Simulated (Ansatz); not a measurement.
# Electron scattering at the Σ11 (332) boundary in bcc Nb with W (substitutional)

Aim: the relaxed structure and the specific resistance of the Σ11 (332) boundary in bcc Nb with W (substitutional).

Calculated with Ansatz 0.2.0; Ansatz plane-wave DFT, PBE, PAW files; relaxation of a bicrystal slab with its lowest layers held; PAW set soft_1, in the first sound run; inputs show where later runs differ.

**1. Starting point**

The cell holds 27 atoms: 26 Nb and 1 W. Its edges and angles: a = 4.676 Å, b = 5.483 Å, c = 30.032 Å, α = 90.0°, β = 90.0°, γ = 90.0°. It derives from Nb. built on the (3 3 2) plane; 2 overlapping atoms removed and the grains opened by 0 Å. Vacuum lies along c.

**2. Relaxing the bicrystal**

The boundary is built by mirroring the lower grain in the boundary plane and removing any atoms that overlap; then the W is put in at the boundary. A thin bicrystal slab is relaxed first, with the lowest layers held and the upper grain free to shift and open.

input.yaml

```yaml
crystal:
  lattice:
    - [4.6758143013, 0.0, 0.0]
    - [0.0, 5.4828782722, 0.0]
    - [0.0, 0.0, 30.0324492695]
  atoms:
    - { symbol: Nb, position: [1.0e-10, 0.2727272728, 0.1664865877] }
    - { symbol: Nb, position: [0.5000000001, 1.0e-10, 0.189958051] }
    - { symbol: Nb, position: [1.0e-10, 0.7272727273, 0.2134295142] }
    - { symbol: Nb, position: [0.5000000001, 0.4545454546, 0.2369009774] }
    - { symbol: Nb, position: [1.0e-10, 0.1818181819, 0.2603724406] }
    - { symbol: Nb, position: [0.5000000001, 0.9090909091, 0.2838439038] }
    - { symbol: Nb, position: [1.0e-10, 0.6363636364, 0.3073153671] }
    - { symbol: Nb, position: [0.5000000001, 0.3636363637, 0.3307868303] }
    - { symbol: Nb, position: [0.0, 0.0909090909, 0.3542582935] }
    - { symbol: Nb, position: [0.5, 0.8181818182, 0.3777297567] }
    - { symbol: Nb, position: [0.0, 0.5454545455, 0.4012012199] }
    - { symbol: Nb, position: [0.5, 0.2727272727, 0.4246726832] }
    - { symbol: W, position: [0.0, 0.0, 0.4481441464] }
    - { symbol: Nb, position: [0.0, 0.5454545455, 0.4950870728] }
    - { symbol: Nb, position: [0.5, 0.8181818182, 0.5185585361] }
    - { symbol: Nb, position: [0.0, 0.0909090909, 0.5420299993] }
    - { symbol: Nb, position: [0.5000000001, 0.3636363637, 0.5655014625] }
    - { symbol: Nb, position: [1.0e-10, 0.6363636364, 0.5889729257] }
    - { symbol: Nb, position: [0.5000000001, 0.9090909091, 0.6124443889] }
    - { symbol: Nb, position: [1.0e-10, 0.1818181819, 0.6359158522] }
    - { symbol: Nb, position: [0.5000000001, 0.4545454546, 0.6593873154] }
    - { symbol: Nb, position: [1.0e-10, 0.7272727273, 0.6828587786] }
    - { symbol: Nb, position: [0.5000000001, 1.0e-10, 0.7063302418] }
    - { symbol: Nb, position: [1.0e-10, 0.2727272728, 0.7298017051] }
    - { symbol: Nb, position: [0.5000000001, 0.5454545455, 0.7532731683] }
    - { symbol: Nb, position: [1.0e-10, 0.8181818183, 0.7767446315] }
    - { symbol: Nb, position: [0.5000000002, 0.090909091, 0.8002160947] }
kpoints:
  mp_grid: { grid: [5, 5, 1] }
hamiltonian:
  xc: pbe
  pseudopotentials: { kind: paw, azcp: { folder: soft_1 } }
scf:
  occupations: { method: fermi_dirac, width: 0.1 }
relax:
  f_tol: 0.03
  max_steps: 80
  constraints: [{ sites: [0, 1, 2, 3, 4] }]
```

The run is started by

```bash
> ansatz run input.yaml --threads 4 --pin off --max-ram 15360MiB --backend cpu --events-out ev --progress --plain --runs-dir out
```

Numbers of over 12 decimals in the logs are rounded to 6 here.

What it wrote:

```text
Engine: ansatz 0.2.0, x86_64-unknown-linux-gnu
Pseudopotentials: kind: paw
Pseudopotential: Nb, paw, valence charge 13, recommended cutoff 420 eV (normal), soft_1/Nb.paw.azcp
Pseudopotential: W, paw, valence charge 14, recommended cutoff 420 eV (normal), soft_1/W.paw.azcp
Functional definition: PBE
  parameter kappa = 0.804
  parameter beta = 0.066725
  exchange = pbe_x(kappa = kappa, mu = beta*pi^2/3)
  correlation = pbe_c(beta = beta)
Crystal: 27 atoms, lattice volume = 769.940 Å³
Basis set: ecut = 420 eV, 15009 PW (Γ), exchange–correlation on 64×80×432 points (8 copies of the dense FFT grid, shifted against one another)
Bands: 212, of which v1, the nominal top of the filled ones, is band 176 counted from 1 (175 counted from 0)
Symmetry: 2 space group operations
Space group: Pm (ITA 6), of the structure as read, at distance tolerance 9.2e-5 Å
k-points: 9 of 25 (time reversal used)
Non-local potential: Nb, projectors of the file, l = 0: 3, l = 1: 2, l = 2: 2, l = 3: 1
Non-local potential: W, projectors of the file, l = 0: 3, l = 1: 2, l = 2: 2, l = 3: 1
PAW form: soft (Blöchl's): semilocal exchange-correlation on the pseudo side does not see the compensation charge
PAW one-centre angular grid: Nb, 590 points (default); XC on 64 Gauss nodes
PAW one-centre angular grid: W, 590 points (default); XC on 64 Gauss nodes
Initial density: superposition of atomic densities (neutral atoms: chi_scale 0, normalization atom)
Initial wavefunctions: pseudopotential atomic-orbital guess
Functional: x = pbe(κ = 0.804, μ = 0.219515), c = pbe(β = 0.066725)
SCF iter   1: F=—  HF=-128758.990722 eV  |F-HF|=—  |Δ(HF+E_count)|=         —  Δρ=7.45e-2  dr2=4.54e2  ethr=3.10e-3  ⟨swp⟩=10.1  Hψ=9200  notcnv=0
preconditioner: auto → LDOS  [metal: Δε(μ)=0.023 eV  Ē_g=3.722 eV  σ=0.100 eV  W_gap=0.06  n_scr=176 (ndim 8)  ℏωp=15.6 eV  f_vac=0.281  D(μ)=26.73/eV (n_scr^D=192)  β→1.0]
SCF iter   2: F=—  HF=-128744.873134 eV  |F-HF|=—  |Δ(HF+E_count)|=    1.41e1  Δρ=6.01e-2  dr2=4.03e2  ethr=3.10e-3  ⟨swp⟩=11.7  Hψ=8893  notcnv=0  defer=9
SCF iter   3: F=—  HF=-128735.798528 eV  |F-HF|=—  |Δ(HF+E_count)|=    9.07e0  Δρ=1.62e-2  dr2=1.64e1  ethr=3.10e-3  ⟨swp⟩=11.0  Hψ=7066  notcnv=0  defer=9
SCF iter   4: F=—  HF=-128735.103020 eV  |F-HF|=—  |Δ(HF+E_count)|=   6.96e-1  Δρ=4.21e-3  dr2=5.40e-1  ethr=3.10e-3  ⟨swp⟩=4.0  Hψ=2440  notcnv=0  defer=3
SCF iter   5: F=—  HF=-128735.062682 eV  |F-HF|=—  |Δ(HF+E_count)|=   4.03e-2  Δρ=1.96e-3  dr2=4.10e-1  ethr=1.53e-4  ⟨swp⟩=5.1  Hψ=3138  notcnv=0  defer=6
SCF iter   6: F=—  HF=-128735.060378 eV  |F-HF|=—  |Δ(HF+E_count)|=   2.30e-3  Δρ=1.01e-3  dr2=7.74e-2  ethr=1.16e-4  ⟨swp⟩=1.9  Hψ=2080  notcnv=0  defer=1
SCF iter   7: F=—  HF=-128735.057765 eV  |F-HF|=—  |Δ(HF+E_count)|=   2.61e-3  Δρ=1.79e-4  dr2=4.64e-4  ethr=2.20e-5  ⟨swp⟩=2.2  Hψ=2406  notcnv=0
SCF iter   8: F=—  HF=-128735.058670 eV  |F-HF|=—  |Δ(HF+E_count)|=   9.05e-4  Δρ=6.56e-5  dr2=1.52e-4  ethr=1.32e-7  ⟨swp⟩=2.8  Hψ=3546  notcnv=0
SCF iter   9: F=—  HF=-128735.058670 eV  |F-HF|=—  |Δ(HF+E_count)|=   2.40e-7  Δρ=2.44e-5  dr2=3.74e-5  ethr=4.32e-8  ⟨swp⟩=2.0  Hψ=2536  notcnv=0
SCF iter  10: F=-128735.058670 eV  HF=-128735.058670 eV  |F-HF|=6.42e-7  |Δ(HF+E_count)|=   5.64e-7  Δρ=8.00e-6  dr2=1.59e-6  ethr=6.39e-9  ⟨swp⟩=4.2  Hψ=5383  notcnv=0
SCF 1 converged in 10 iterations: F = -128735.058670 eV  dr2 = 1.59e-6
  greatest PAW one-centre occupation: 0.999 electrons in one spin orbital (limit 2), on the W atom at site 12 (counted from 0), in its partial waves of l = 0
relax step   1: F+E_penalty+E_count = -128735.05866974 eV  Δ(F+E_penalty+E_count) = +0.000e0 eV  max|allowed force component| = 1.777e0 eV/Å  Δτ_max = 0.0000 Å  (10 SCF iters, dr2 threshold 2.25e-5 eV, accepted)
Initial density: handed on by an earlier stage of this run
Initial wavefunctions: those handed on with the density
iter 1 solved again at ethr=1.93e-3 eV; its pass at ethr=3.10e-3 eV (dr2=6.79e0 eV) is discarded
SCF iter   1: F=—  HF=-128736.253649 eV  |F-HF|=—  |Δ(HF+E_count)|=         —  Δρ=1.21e-2  dr2=7.26e0  ethr=1.93e-3  ⟨swp⟩=1.9  Hψ=6702  notcnv=0  defer=1
preconditioner: auto → LDOS  [metal: Δε(μ)=0.012 eV  Ē_g=3.151 eV  σ=0.100 eV  W_gap=0.03  n_scr=176 (ndim 8)  ℏωp=15.6 eV  f_vac=0.289  D(μ)=40.20/eV (n_scr^D=400)  β→1.0]
SCF iter   2: F=—  HF=-128735.962307 eV  |F-HF|=—  |Δ(HF+E_count)|=   2.91e-1  Δρ=3.26e-3  dr2=2.93e-1  ethr=1.93e-3  ⟨swp⟩=3.2  Hψ=2193  notcnv=0
SCF iter   3: F=—  HF=-128735.962172 eV  |F-HF|=—  |Δ(HF+E_count)|=   1.34e-4  Δρ=1.75e-3  dr2=6.29e-2  ethr=8.32e-5  ⟨swp⟩=2.7  Hψ=3639  notcnv=0  defer=2
SCF iter   4: F=—  HF=-128735.953400 eV  |F-HF|=—  |Δ(HF+E_count)|=   8.77e-3  Δρ=4.62e-4  dr2=4.07e-3  ethr=1.79e-5  ⟨swp⟩=2.2  Hψ=3478  notcnv=0
SCF iter   5: F=—  HF=-128735.952698 eV  |F-HF|=—  |Δ(HF+E_count)|=   7.02e-4  Δρ=1.07e-4  dr2=1.41e-4  ethr=1.16e-6  ⟨swp⟩=3.0  Hψ=3677  notcnv=0
SCF iter   6: F=-128735.952733 eV  HF=-128735.952736 eV  |F-HF|=3.09e-6  |Δ(HF+E_count)|=   3.82e-5  Δρ=3.43e-5  dr2=2.12e-5  ethr=2.84e-8  ⟨swp⟩=2.6  Hψ=6562  notcnv=0
SCF 2 converged in 6 iterations: F = -128735.952733 eV  dr2 = 2.12e-5
relax step   2: F+E_penalty+E_count = -128735.95273305 eV  Δ(F+E_penalty+E_count) = -8.941e-1 eV  max|allowed force component| = 8.227e-1 eV/Å  Δτ_max = 0.1949 Å  (6 SCF iters, dr2 threshold 1.00e-4 eV, accepted)
iter 1 solved again at ethr=2.66e-3 eV; its pass at ethr=3.10e-3 eV (dr2=9.38e0 eV) is discarded
SCF iter   1: F=—  HF=-128736.651590 eV  |F-HF|=—  |Δ(HF+E_count)|=         —  Δρ=1.22e-2  dr2=1.12e1  ethr=2.66e-3  ⟨swp⟩=1.1  Hψ=6844  notcnv=0
preconditioner: auto → LDOS  [metal: Δε(μ)=0.002 eV  Ē_g=3.171 eV  σ=0.100 eV  W_gap=0.01  n_scr=176 (ndim 8)  ℏωp=15.6 eV  f_vac=0.292  D(μ)=38.71/eV (n_scr^D=368)  β→1.0]
SCF iter   2: F=—  HF=-128736.399481 eV  |F-HF|=—  |Δ(HF+E_count)|=   2.52e-1  Δρ=3.31e-3  dr2=4.05e-1  ethr=2.66e-3  ⟨swp⟩=1.1  Hψ=1910  notcnv=0
SCF iter   3: F=—  HF=-128736.395208 eV  |F-HF|=—  |Δ(HF+E_count)|=   4.27e-3  Δρ=1.96e-3  dr2=6.79e-2  ethr=1.15e-4  ⟨swp⟩=3.2  Hψ=3550  notcnv=0
SCF iter   4: F=—  HF=-128736.381040 eV  |F-HF|=—  |Δ(HF+E_count)|=   1.42e-2  Δρ=4.00e-4  dr2=3.10e-3  ethr=1.93e-5  ⟨swp⟩=2.0  Hψ=3405  notcnv=0
SCF iter   5: F=—  HF=-128736.381382 eV  |F-HF|=—  |Δ(HF+E_count)|=   3.42e-4  Δρ=1.04e-4  dr2=1.88e-4  ethr=8.81e-7  ⟨swp⟩=3.0  Hψ=3675  notcnv=0
SCF iter   6: F=-128736.381388 eV  HF=-128736.381399 eV  |F-HF|=1.14e-5  |Δ(HF+E_count)|=   1.72e-5  Δρ=3.22e-5  dr2=2.62e-5  ethr=1.20e-8  ⟨swp⟩=3.0  Hψ=7131  notcnv=0
SCF 3 converged in 6 iterations: F = -128736.381388 eV  dr2 = 2.62e-5
relax step   3: F+E_penalty+E_count = -128736.38138803 eV  Δ(F+E_penalty+E_count) = -4.287e-1 eV  max|allowed force component| = 4.129e-1 eV/Å  Δτ_max = 0.1951 Å  (6 SCF iters, dr2 threshold 4.23e-5 eV, accepted)
[...]
relax step   4: F+E_penalty+E_count = -128736.65971276 eV  Δ(F+E_penalty+E_count) = -2.783e-1 eV  max|allowed force component| = 2.089e-1 eV/Å  Δτ_max = 0.1928 Å  (7 SCF iters, dr2 threshold 3.65e-5 eV, accepted)
[...]
relax step   5: F+E_penalty+E_count = -128736.82445244 eV  Δ(F+E_penalty+E_count) = -1.647e-1 eV  max|allowed force component| = 1.253e-1 eV/Å  Δτ_max = 0.2000 Å  (7 SCF iters, dr2 threshold 1.10e-5 eV, accepted)
[...]
relax step   6: F+E_penalty+E_count = -128736.89969935 eV  Δ(F+E_penalty+E_count) = -7.525e-2 eV  max|allowed force component| = 1.085e-1 eV/Å  Δτ_max = 0.1917 Å  (8 SCF iters, dr2 threshold 4.02e-6 eV, accepted)
[...]
relax step   7: F+E_penalty+E_count = -128736.90851121 eV  Δ(F+E_penalty+E_count) = -8.812e-3 eV  max|allowed force component| = 6.559e-2 eV/Å  Δτ_max = 0.0878 Å  (7 SCF iters, dr2 threshold 4.23e-6 eV, accepted)
[...]
relax step   8: F+E_penalty+E_count = -128736.90936566 eV  Δ(F+E_penalty+E_count) = -8.544e-4 eV  max|allowed force component| = 1.108e-2 eV/Å  Δτ_max = 0.0135 Å  (5 SCF iters, dr2 threshold 1.57e-6 eV, accepted)
iter 1 solved again at ethr=1.56e-10 eV; its pass at ethr=3.10e-3 eV (dr2=5.49e-7 eV) is discarded
SCF iter   1: F=—  HF=-128736.909124 eV  |F-HF|=—  |Δ(HF+E_count)|=         —  Δρ=5.78e-6  dr2=5.48e-7  ethr=1.56e-10  ⟨swp⟩=2.0  Hψ=4514  notcnv=0
preconditioner: auto → LDOS  [metal: Δε(μ)=0.010 eV  Ē_g=3.255 eV  σ=0.100 eV  W_gap=0.03  n_scr=176 (ndim 8)  ℏωp=15.6 eV  f_vac=0.312  D(μ)=35.05/eV (n_scr^D=306)  β→1.0]
SCF iter   2: F=—  HF=-128736.909366 eV  |F-HF|=—  |Δ(HF+E_count)|=   2.42e-4  Δρ=3.77e-6  dr2=2.63e-7  ethr=1.56e-10  ⟨swp⟩=2.2  Hψ=3366  notcnv=0
SCF iter   3: F=-128736.909366 eV  HF=-128736.909366 eV  |F-HF|=1.94e-8  |Δ(HF+E_count)|=   2.22e-8  Δρ=1.45e-6  dr2=4.39e-8  ethr=2.84e-11  ⟨swp⟩=3.0  Hψ=7504  notcnv=0
SCF 9 converged in 3 iterations: F = -128736.909366 eV  dr2 = 4.39e-8
relax step   9: F+E_penalty+E_count = -128736.90936594 eV  Δ(F+E_penalty+E_count) = -2.876e-7 eV  max|allowed force component| = 1.112e-2 eV/Å  Δτ_max = 0.0000 Å  (3 SCF iters, accepted)
SCF converged after 3 iterations
Free energy (F): -128736.909366 eV
Harris-Foulkes:  -128736.909366 eV  (|F-HF|=1.94e-8)
Internal energy: -128735.758923 eV  (E = F + TS)
E sigma→0 (E₀):  -128736.334144 eV
Entropy (-TS):   -1.150443 eV (-42.609 meV/atom)
Fermi energy:    10.054754 eV
--- Per-component energies (eV) ---
  E_band       = -4653.730742
  E_kinetic    = 10109.211883
  E_local      = -309579.655492  (includes V_loc(G=0)·N_el)
  E_nonlocal   = 2453.591193
  E_hartree    = 150512.004324
  E_xc         = -4565.083952
  E_vxc        = -5432.676924  (∫ρ·V_xc dr)
  E_paw        = -88717.517228  (= ΣΔE_a)
  E_vpaw       = -3228.218111  (= ΣTr[D̂ρ^β])
  E_aug_tail   = 0.001236  (compensation charges beyond the density's cutoff)
  E_ewald      = 111051.689114
  E_smearing   = -1.150443  (= −TS)
  E_closure    = 0.000000  (closes the sum)
  Σ components = -128736.909366   (vs F -128736.909366, Δ=0.00e0)
--- Forces (eV/Å), atoms counted from 1 ---
  atom   1  Nb    -0.00000000    -0.16640399     1.74023437
  atom   2  Nb     0.00000000     0.07250279     0.19755975
  atom   3  Nb     0.00000000     0.33355776    -0.33244611
  atom   4  Nb    -0.00000000    -0.38248961    -0.91740921
  atom   5  Nb     0.00000000     0.14277001    -0.69927455
  atom   6  Nb    -0.00000000     0.00063916    -0.00829189
  atom   7  Nb     0.00000000     0.00169548     0.00365913
  atom   8  Nb     0.00000000     0.00387130     0.00590267
  atom   9  Nb    -0.00000000    -0.00333417     0.01111909
  atom  10  Nb     0.00000000    -0.00360988    -0.00071087
  atom  11  Nb    -0.00000000    -0.00422724     0.00369978
  atom  12  Nb     0.00000000     0.00756071    -0.00325009
  atom  13  W     -0.00000000    -0.00566009    -0.00186271
  atom  14  Nb    -0.00000000     0.00779576     0.00598499
  atom  15  Nb     0.00000000     0.00141023     0.00169054
  atom  16  Nb    -0.00000000     0.00214642     0.00521751
  atom  17  Nb     0.00000000    -0.00138989     0.00178133
  atom  18  Nb    -0.00000000    -0.00161108    -0.00244396
  atom  19  Nb    -0.00000000     0.00111659    -0.00856295
  atom  20  Nb     0.00000000    -0.00116620    -0.00689859
  atom  21  Nb     0.00000000    -0.00151411    -0.00098292
  atom  22  Nb    -0.00000000     0.00306410     0.00262517
  atom  23  Nb     0.00000000    -0.00147818     0.00352730
  atom  24  Nb    -0.00000000    -0.00111162    -0.00006517
  atom  25  Nb     0.00000000    -0.00268462     0.00124909
  atom  26  Nb    -0.00000000    -0.00214026     0.00284716
  atom  27  Nb     0.00000000     0.00069097    -0.00481478
  max |Σ_I F_I| component: 8.41e-5 eV/Å
--- Relaxed structure (9 steps of the walk, 9 accepted, 0 SCFs on fresh bases) ---
  F+E_penalty+E_count = -128736.90936594 eV   max|allowed force component| = 1.112e-2 eV/Å
  atoms:
    - { symbol: Nb, position: [0, 0.2727272728, 0.1664865877] }
    - { symbol: Nb, position: [0.5, 1.0e-10, 0.189958051] }
    - { symbol: Nb, position: [0, 0.7272727273, 0.213430] }
    - { symbol: Nb, position: [0.5, 0.454545, 0.236901] }
    - { symbol: Nb, position: [0, 0.181818, 0.260372] }
    - { symbol: Nb, position: [0.5, 0.912073, 0.283009] }
    - { symbol: Nb, position: [0, 0.636644, 0.305899] }
    - { symbol: Nb, position: [0.5, 0.363252, 0.332087] }
    - { symbol: Nb, position: [-3.741842696381426e-19, 0.088035, 0.352786] }
    - { symbol: Nb, position: [0.5, 0.821023, 0.383437] }
    - { symbol: Nb, position: [-3.223694726141441e-19, 0.542978, 0.393803] }
    - { symbol: Nb, position: [0.5, 0.290848, 0.437828] }
    - { symbol: W, position: [2.2233128051955428e-18, 0.017078, 0.438245] }
    - { symbol: Nb, position: [6.239646689747651e-19, 0.550247, 0.479719] }
    - { symbol: Nb, position: [0.5, 0.826760, 0.492382] }
    - { symbol: Nb, position: [7.881623211453629e-19, 0.096963, 0.523058] }
    - { symbol: Nb, position: [0.5, 0.370237, 0.544264] }
    - { symbol: Nb, position: [5.415704948243452e-19, 0.640524, 0.568466] }
    - { symbol: Nb, position: [0.5, 0.909775, 0.591602] }
    - { symbol: Nb, position: [2.7099171595728968e-19, 0.183900, 0.615040] }
    - { symbol: Nb, position: [0.5, 0.450791, 0.638457] }
    - { symbol: Nb, position: [-7.405471149864434e-19, 0.721584, 0.662180] }
    - { symbol: Nb, position: [0.5, -0.00507378, 0.684093] }
    - { symbol: Nb, position: [-2.1126795812860283e-18, 0.256499, 0.711637] }
    - { symbol: Nb, position: [0.5, 0.546771, 0.730607] }
    - { symbol: Nb, position: [-3.0085359218279934e-18, 0.795072, 0.753266] }
    - { symbol: Nb, position: [0.5, 0.074719, 0.768657] }
```

Wall time 4.2 min (4 threads of Intel Xeon Platinum 8488C (Sapphire Rapids), shared host); peak memory 3.4 GiB; 16 min of CPU time.

Step by step:

| step | energy less that of the first step (eV) | largest force component (eV/Å) |
| --- | --- | --- |
| 1 | 0.0000 | 1.7770 |
| 2 | -0.8941 | 0.8227 |
| 3 | -1.3227 | 0.4129 |
| 4 | -1.6010 | 0.2089 |
| 5 | -1.7658 | 0.1253 |
| 6 | -1.8410 | 0.1085 |
| 7 | -1.8498 | 0.0656 |
| 8 | -1.8507 | 0.0111 |
| 9 | -1.8507 | 0.0111 |

Forces are held to the 2 operations that the run works with; a distortion that breaks them can't arise in this run.

The atoms that moved most (Å):

| atom | dx | dy | dz | length |
| --- | --- | --- | --- | --- |
| Nb27 | 0.000 | -0.089 | -0.948 | 0.952 |
| Nb15 | 0.000 | 0.047 | -0.786 | 0.788 |
| Nb26 | 0.000 | -0.127 | -0.705 | 0.716 |
| Nb25 | 0.000 | 0.007 | -0.681 | 0.681 |
| Nb23 | 0.000 | -0.028 | -0.668 | 0.668 |
| Nb17 | 0.000 | 0.036 | -0.638 | 0.639 |
| Nb21 | 0.000 | -0.021 | -0.629 | 0.629 |
| Nb20 | 0.000 | 0.011 | -0.627 | 0.627 |

This step gave:

```
free energy             : -128736.9094 eV
energy at zero smearing : -128736.3341 eV
Fermi energy            : 10.05 eV
```

The largest force component on a free atom ends at 0.011 eV/Å, under the tolerance of 0.03, after 9 steps.

(Part 1 of 2 ends here.)

[Logs are printed without paths, hosts, clocks, repeated set-up lines and the standing remarks that a program may print on its own settings, such as how far it seeks lower states.]

[Hosts, paths, dates, database ids (printed as entryN), source tags and the programs' standing remarks are cut or masked in the printed files.]
